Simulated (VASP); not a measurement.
# Hf (P6/mmm) in VASP: further runs, part 2 of 2

VASP 6.6.1.

## Step 3: Relaxation of cell and atoms, PBEsol, target pressure 30 GPa, at which the enthalpy is minimised

This run uses another cell than the first one, of 17.66 Å³/atom, 1.083 times its volume.

Contents of INCAR:

```
ALGO = Normal ; EDIFF = 1E-7
EDIFFG = -0.002 ; ENCUT = 520
GGA = PS ; IBRION = 2
ISIF = 3 ; ISMEAR = 0
KPAR = 4 ; LASPH = T
LCHARG = F ; LREAL = F
LWAVE = F ; NELM = 60
NSW = 80 ; PREC = Accurate
PSTRESS = 300.0 ; SIGMA = 0.1
```

Contents of KPOINTS:

```
k-points
0
Gamma
  3 3 4
```

Contents of POSCAR:

```
Hf                                      
1.0
    4.5997135002      0.0000000000      0.0000000000
   -2.2998567501      3.9834687538     -0.0000000000
    0.0000000000     -0.0000000000      2.8919371833
  Hf            
     3
Direct
     0.6666666699999979    0.3333333300000021    0.5000000000000000
     0.3333333300000021    0.6666666699999979    0.5000000000000000
     0.0000000000000000    0.0000000000000000    0.0000000000000000
```

Potentials or basis: VASP PAW PBE potentials, release 64 (Hf_pv).

On the command line:

```
cat potpaw_PBE.64/Hf_pv/POTCAR > POTCAR
mpirun -np 4 vasp_std > vasp.out
```

OUTCAR:

```text
EDIFF = 1E-7
   EDIFFG = -0.002
   ENCUT = 520
   GGA = PS
   IBRION = 2
   ISIF = 3
   ISMEAR = 0
   LASPH = T
   LREAL = F
   NELM = 60
   NSW = 80
   PREC = Accurate
   PSTRESS = 300.0

 ion  position               nearest neighbor table
   1  0.667  0.333  0.500-   2 2.66   2 2.66   2 2.66   3 3.02   3 3.02   3 3.02   3 3.02   3 3.02
                             3 3.02
   2  0.333  0.667  0.500-   1 2.66   1 2.66   1 2.66   3 3.02   3 3.02   3 3.02   3 3.02   3 3.02
                             3 3.02
   3  0.000  0.000  0.000-   1 3.02   2 3.02   1 3.02   2 3.02   1 3.02   1 3.02   2 3.02   2 3.02
                             1 3.02   1 3.02   2 3.02   2 3.02

  LATTYP: Found a hexagonal cell.
 ALAT       =     4.5997135002
 C/A-ratio  =     0.6287211547

  Lattice vectors:

 A1 = (   4.5997135002,   0.0000000000,   0.0000000000)
 A2 = (  -2.2998567501,   3.9834687538,   0.0000000000)
 A3 = (   0.0000000000,   0.0000000000,   2.8919371833)

Analysis of symmetry for initial positions (statically):
=====================================================================
[... 162 lines left out ...]

 val. band max:        6.1840228088   @ k =   0.3333   0.3333   0.2500
 cond. band min:       6.2891256105   @ k =   0.3333   0.3333   0.0000
 fundamental gap:      0.1051028017
 Fermi energy:         6.2455300220

 k-point     1 :       0.0000    0.0000    0.0000
  band No.  band energies     occupation
      1     -24.3086      2.00000
      2     -24.3086      2.00000
      3     -23.9605      2.00000
      4     -23.9605      2.00000
      5     -23.3541      2.00000
      6     -22.9223      2.00000
[... 175 lines left out ...]
      6     -23.5418      2.00000
[... 11 lines left out ...]
     18       7.6343      0.00000
     19       7.6343      0.00000

------------------------ aborting loop because EDIFF is reached ----------------------------------------

  FORCE on cell =-STRESS in cart. coord.  units (eV):
  Direction    XX          YY          ZZ          XY          YZ          ZX
  --------------------------------------------------------------------------------------
  -------------------------------------------------------------------------------------
  Total        9.9243387      9.9243387      9.9183287      0.0000000      0.0000000      0.0000000
  in kB      300.0758927    300.0758946    299.8941741      0.0000000      0.0000000      0.0000000
  external PRESSURE =       0.0153205 kB  Pullay stress =     300.0000000 kB

 VOLUME and BASIS-vectors are now :
 -----------------------------------------------------------------------------
  energy-cutoff  :      520.00
  volume of cell :       52.99
      direct lattice vectors                 reciprocal lattice vectors
     4.599713500  0.000000000  0.000000000     0.217404845  0.125518745  0.000000000
    -2.299856750  3.983468754  0.000000000     0.000000000  0.251037491  0.000000000
     0.000000000  0.000000000  2.891937183     0.000000000  0.000000000  0.345788977

 POSITION                                       TOTAL-FORCE (eV/Angst)
 -----------------------------------------------------------------------------------
      2.29986      1.32782      1.44597         0.000000     -0.000000      0.000000
     -0.00000      2.65565      1.44597        -0.000000      0.000000      0.000000
      0.00000      0.00000      0.00000        -0.000000      0.000000      0.000000
 -----------------------------------------------------------------------------------
    total drift:                               -0.000000      0.000000      0.000000

  FREE ENERGIE OF THE ION-ELECTRON SYSTEM (eV)
  ---------------------------------------------------
  free  energy   TOTEN  =       -30.6610373467 eV

  energy  without entropy=      -30.6498566371  energy(sigma->0) =      -30.65544699

  enthalpy is  TOTEN    =       -20.7392086536 eV   P V=        9.9218286931

 reached required accuracy - stopping structural energy minimisation
```

OSZICAR:

```text
N       E                     dE             d eps       ncg     rms          rms(c)
DAV:   1     0.104453783944E+03    0.10445E+03   -0.17512E+04   350   0.156E+03
DAV:   2    -0.243558473741E+02   -0.12881E+03   -0.12356E+03   407   0.334E+02
DAV:   3    -0.313559104876E+02   -0.70001E+01   -0.65506E+01   492   0.444E+01
DAV:   4    -0.315538894279E+02   -0.19798E+00   -0.17745E+00   424   0.582E+00
DAV:   5    -0.315590992866E+02   -0.52099E-02   -0.51663E-02   431   0.607E-01    0.945E+01
DAV:   6    -0.309134139395E+02    0.64569E+00   -0.50801E-01   351   0.546E+00    0.559E+01
DAV:   7    -0.306691719973E+02    0.24424E+00   -0.88034E-01   345   0.669E+00    0.278E+00
DAV:   8    -0.306614217841E+02    0.77502E-02   -0.57623E-02   399   0.162E+00    0.947E-01
DAV:   9    -0.306611370190E+02    0.28477E-03   -0.58004E-03   422   0.590E-01    0.472E-01
DAV:  10    -0.306610395670E+02    0.97452E-04   -0.73932E-04   410   0.196E-01    0.765E-02
DAV:  11    -0.306610365416E+02    0.30254E-05   -0.67396E-05   447   0.598E-02    0.699E-02
DAV:  12    -0.306610372773E+02   -0.73562E-06   -0.47911E-06   410   0.163E-02    0.345E-03
DAV:  13    -0.306610373467E+02   -0.69433E-07   -0.54323E-07   383   0.539E-03
   1 F= -.20739209E+02 E0= -.20733618E+02  d E =-.207392E+02
```

CONTCAR:

```text
Hf
   1.00000000000000
     4.5997135002000000    0.0000000000000000    0.0000000000000000
    -2.2998567501000000    3.9834687538000000    0.0000000000000000
     0.0000000000000000    0.0000000000000000    2.8919371833000000
  Hf
     3
Direct
     0.6666666699999979    0.3333333300000021    0.5000000000000000
     0.3333333300000021    0.6666666699999979    0.5000000000000000
     0.0000000000000000    0.0000000000000000    0.0000000000000000

  0.00000000E+00  0.00000000E+00  0.00000000E+00
  0.00000000E+00  0.00000000E+00  0.00000000E+00
  0.00000000E+00  0.00000000E+00  0.00000000E+00
```

Run time: 5.1 s. Hardware: 4 MPI ranks of Intel Xeon Platinum 8375C at 2.90GHz (Ice Lake), shared host; peak memory 0.16 GiB.

Results:

* Free energy: -30.6610 eV
* Pressure after relaxing: 30.0 GPa
* Band gap on the k mesh: none (metal or under the smearing width)

Final structure:
```xyz
3
Lattice="4.5997 0.0000 0.0000 -2.2999 3.9835 0.0000 0.0000 0.0000 2.8919" Properties=species:S:1:pos:R:3 pbc="T T T"
Hf    2.2999    1.3278    1.4460
Hf    0.0000    2.6556    1.4460
Hf    0.0000    0.0000    0.0000
```

Caveat: the k mesh is coarse (spacing up to 0.54 Å⁻¹), so the values aren't converged; the relaxation stopped at its first step, so nothing moved; the cell is relaxed towards a set pressure, so the enthalpy falls and the energy may rise; the PAW data sets were made with another functional, which shifts forces and pressure a little. The run has no spin-orbit coupling, so splittings on Hf are missing.

## Step 4: Relaxation of cell and atoms, PBEsol, target pressure 75 GPa, at which the enthalpy is minimised

Edit INCAR of step 3 so:

```diff
@@ -8,2 +8,2 @@
 NSW = 80 ; PREC = Accurate
-PSTRESS = 300.0 ; SIGMA = 0.1
+PSTRESS = 750.0 ; SIGMA = 0.1
```

KPOINTS is that of step 3.

Contents of POSCAR:

```
Hf                                      
1.0
    4.4801239680      0.0000000000      0.0000000000
   -2.2400619840      3.8799011761      0.0000000000
    0.0000000000      0.0000000000      2.8140916131
  Hf            
     3
Direct
     0.6666666699999979    0.3333333300000021    0.5000000000000000
     0.3333333300000021    0.6666666699999979    0.5000000000000000
     0.0000000000000000    0.0000000000000000    0.0000000000000000
```

Potentials or basis: VASP PAW PBE potentials, release 64 (Hf_pv).

On the command line:

```
cat potpaw_PBE.64/Hf_pv/POTCAR > POTCAR
mpirun -np 4 vasp_std > vasp.out
```

OUTCAR:

```text
EDIFF = 1E-7
   EDIFFG = -0.002
   ENCUT = 520
   GGA = PS
   IBRION = 2
   ISIF = 3
   ISMEAR = 0
   LASPH = T
   LREAL = F
   NELM = 60
   NSW = 80
   PREC = Accurate
   PSTRESS = 750.0

 ion  position               nearest neighbor table
   1  0.667  0.333  0.500-   2 2.59   2 2.59   2 2.59   3 2.94   3 2.94   3 2.94   3 2.94   3 2.94
                             3 2.94   2 3.82   2 3.82   2 3.82   2 3.82   2 3.82   2 3.82
   2  0.333  0.667  0.500-   1 2.59   1 2.59   1 2.59   3 2.94   3 2.94   3 2.94   3 2.94   3 2.94
                             3 2.94   1 3.82   1 3.82   1 3.82   1 3.82   1 3.82   1 3.82
   3  0.000  0.000  0.000-   1 2.94   2 2.94   1 2.94   2 2.94   1 2.94   1 2.94   2 2.94   2 2.94
                             1 2.94   1 2.94   2 2.94   2 2.94

  LATTYP: Found a hexagonal cell.
 ALAT       =     4.4801239680
 C/A-ratio  =     0.6281280682

  Lattice vectors:

 A1 = (   4.4801239680,   0.0000000000,   0.0000000000)
 A2 = (  -2.2400619840,   3.8799011761,   0.0000000000)
 A3 = (   0.0000000000,   0.0000000000,   2.8140916131)

Analysis of symmetry for initial positions (statically):
[... 207 lines left out ...]
 fundamental gap:      0.0135114363
 Fermi energy:        10.8211582391

 k-point     1 :       0.0000    0.0000    0.0000
  band No.  band energies     occupation
      1     -21.7240      2.00000
      2     -21.7240      2.00000
      3     -20.5584      2.00000
      4     -20.5584      2.00000
      5     -18.4042      2.00000
      6     -16.7017      2.00000
[... 381 lines left out ...]
--------------------------------------- Ionic step        7  -------------------------------------------

 number of electron      30.0000004 magnetization

 Free energy of the ion-electron system (eV)
  ---------------------------------------------------
  ext. energy  EPLUGINS =         0.00000000
  ---------------------------------------------------
  free energy    TOTEN  =       -28.20967057 eV

  energy without entropy =      -28.19577467  energy(sigma->0) =      -28.20272262

 E-fermi :   7.5009     XC(G=0): -13.3410

 val. band max:        7.4637610216   @ k =   0.3333   0.3333   0.2500
 cond. band min:       7.8842234498   @ k =   0.3333   0.0000   0.0000
 fundamental gap:      0.4204624283
 Fermi energy:         7.5008746419

 k-point     1 :       0.0000    0.0000    0.0000
  band No.  band energies     occupation
      1     -23.2413      2.00000
      2     -23.2413      2.00000
      3     -22.6339      2.00000
      4     -22.6339      2.00000
      5     -21.6819      2.00000
      6     -20.9452      2.00000
[... 221 lines left out ...]
  energy  without entropy=      -28.1957746666  energy(sigma->0) =      -28.20272262

  enthalpy is  TOTEN    =        -7.0655874005 eV   P V=       21.1440831730

 reached required accuracy - stopping structural energy minimisation
```

OSZICAR:

```text
N       E                     dE             d eps       ncg     rms          rms(c)
DAV:   1     0.118205584700E+03    0.11821E+03   -0.16994E+04   342   0.157E+03
DAV:   2    -0.237121347752E+02   -0.14192E+03   -0.13599E+03   401   0.362E+02
DAV:   3    -0.303235467663E+02   -0.66114E+01   -0.62279E+01   456   0.456E+01
[... 67 lines left out ...]
DAV:   2    -0.282097823972E+02    0.31033E-03   -0.48371E-04   394   0.165E-01    0.695E-02
DAV:   3    -0.282096915853E+02    0.90812E-04   -0.99591E-05   400   0.683E-02    0.449E-02
DAV:   4    -0.282096711478E+02    0.20438E-04   -0.34919E-05   414   0.412E-02    0.331E-02
DAV:   5    -0.282096705954E+02    0.55243E-06   -0.26620E-06   382   0.122E-02    0.800E-03
DAV:   6    -0.282096705735E+02    0.21853E-07   -0.12352E-07   183   0.285E-03
   7 F= -.70655874E+01 E0= -.70586394E+01  d E =-.152630E-03
```

CONTCAR:

```text
Hf
   1.00000000000000
     4.3651811723842160    0.0000000000000000    0.0000000000000000
    -2.1825905861921080    3.7803577979624734    0.0000000000000000
     0.0000000000000000    0.0000000000000000    2.7371777298820823
  Hf
     3
Direct
     0.6666666699999979    0.3333333300000021    0.5000000000000000
     0.3333333300000021    0.6666666699999979    0.5000000000000000
     0.0000000000000000    0.0000000000000000    0.0000000000000000

  0.00000000E+00  0.00000000E+00  0.00000000E+00
  0.00000000E+00  0.00000000E+00  0.00000000E+00
  0.00000000E+00  0.00000000E+00  0.00000000E+00
```

Wall time 29 s (4 MPI ranks of Intel Xeon Platinum 8375C at 2.90GHz (Ice Lake), shared host); peak memory 0.18 GiB.

Results:

* Free energy: -28.2097 eV
* Relaxed volume: 15.06 Å³/atom
* Relaxed cell: a = 4.365 Å, b = 4.365 Å, c = 2.737 Å, α = 90.00°, β = 90.00°, γ = 120.00°
* Space group after relaxing (to 0.05 Å): P6/mmm (No. 191)
* Energy change on relaxing (the enthalpy is what falls): +482.3 meV/atom
* Ionic steps: 7
* Pressure after relaxing: 75.0 GPa
* Band gap on the k mesh: none (metal or under the smearing width)

Step by step:
| step | energy change (eV) | largest force (eV/Å) | pressure (GPa) | volume (Å³) |
| --- | --- | --- | --- | --- |
| 1 | 0.0000 | 0.0000 | 50.00 | 48.92 |
| 2 | 12.4423 | 0.0000 | 242.39 | 33.03 |
| 3 | 1.1692 | 0.0000 | 70.38 | 45.78 |
| 4 | 1.4040 | 0.0000 | 74.30 | 45.26 |
| 5 | 1.4463 | 0.0000 | 75.00 | 45.17 |
| 6 | 1.4482 | 0.0000 | 75.01 | 45.17 |
| 7 | 1.4470 | 0.0000 | 75.01 | 45.17 |

Final structure:
```
Hf
1.0
     4.36518    0.00000    0.00000
    -2.18259    3.78036    0.00000
     0.00000    0.00000    2.73718
Hf
3
Direct
  0.66667 0.33333 0.50000
  0.33333 0.66667 0.50000
  0.00000 0.00000 0.00000
```

Caveat: the k mesh is coarse (spacing up to 0.56 Å⁻¹), so the values aren't converged; the cell is relaxed towards a set pressure, so the enthalpy falls and the energy may rise; the PAW data sets were made with another functional, which shifts forces and pressure a little.
